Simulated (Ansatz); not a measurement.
Predict the output of the script below (Ansatz 0.2.0, Python API).

`k2s.py`
```python
"""Promote one electron across the gap of K2S."""

import warnings

import ansatz as az

ECUT = 550
XC = "PBE"
KGRID = (2, 2, 2)
FILLING = "fermi_dirac"
WIDTH_EV = 0.01
EXTRA_BANDS = 4


def main() -> None:
    warnings.simplefilter("ignore", az.DeckWarning)

    cell = (
        az.Lattice.fcc(7.391)
        .space_group(225)
        .atom("K", (0.25, 0.75, 0.75))
        .atom("S", (0.0, 0.0, 0.0))
        .primitive()
    )

    ground = (
        cell.calculation()
        .basis(ECUT)
        .functional(XC)
        .kpoints(*KGRID)  # sampling of the Brillouin zone
        .occupations(FILLING, width=WIDTH_EV)
        .scf(extra_bands=EXTRA_BANDS)
        .band_table()
    )
    excited = ground.excitation(hole_k=0, hole_band="v1", hole_track="overlap", particle_k=0, particle_band="c1", particle_track="overlap")
    low, high = ground.run(threads=1).report, excited.run(threads=1).report
    share = low["kweights"][0]
    top = round(low["n_electrons"] / 2)
    print("Kohn-Sham gap at the first k-point:", round(low["eigenvalues_ev"][0][top] - low["eigenvalues_ev"][0][top - 1], 3), "eV")
    print("energy difference per cell:", round(high["lagrangian_ev"] - low["lagrangian_ev"], 4), "eV; weight of the point", round(share, 4))
    print("per electron moved:", round((high["lagrangian_ev"] - low["lagrangian_ev"]) / share, 3), "eV")


if __name__ == "__main__":
    main()
```

```console
$ python k2s.py
RunWarning: ΔSCF hole: seed band 11 (bands are counted from 0) lies in a 3-fold degenerate manifold [9, 10, 11] at 1.0e-4 eV resolution, on a gap of 2.57e0 eV certified (the least, over the bands outside them, of the distance in energy less both bands' residual norms) and a largest residual norm of 9.00e-6 eV — constrained occupation is ambiguous
Kohn-Sham gap at the first k-point: 2.571 eV
energy difference per cell: 0.3211 eV; weight of the point 0.125
per electron moved: 2.569 eV
```
(Warnings from the package without file and line.)

Reading the output:
- Semilocal gaps usually lie well under measured ones.
- The computed bands are complete only to about 4.1 eV above the Fermi level.
- The k-point mesh is coarse, and energy and stress weren't tested for convergence.
- The structure is a deposited one; some such entries were measured under pressure or heat, so a shift against it needn't be the functional's error alone.
- Levels are Kohn-Sham eigenvalues on this mesh.
- One k-point of a small cell stands for a dense array of excitations, so this isn't the optical gap of the solid.
- The script silences the warnings on its input, which a real study should read.
- The whole script took 2.7 s on 1 thread of Arm Neoverse V1 (shared host), peak memory 0.37 GiB.
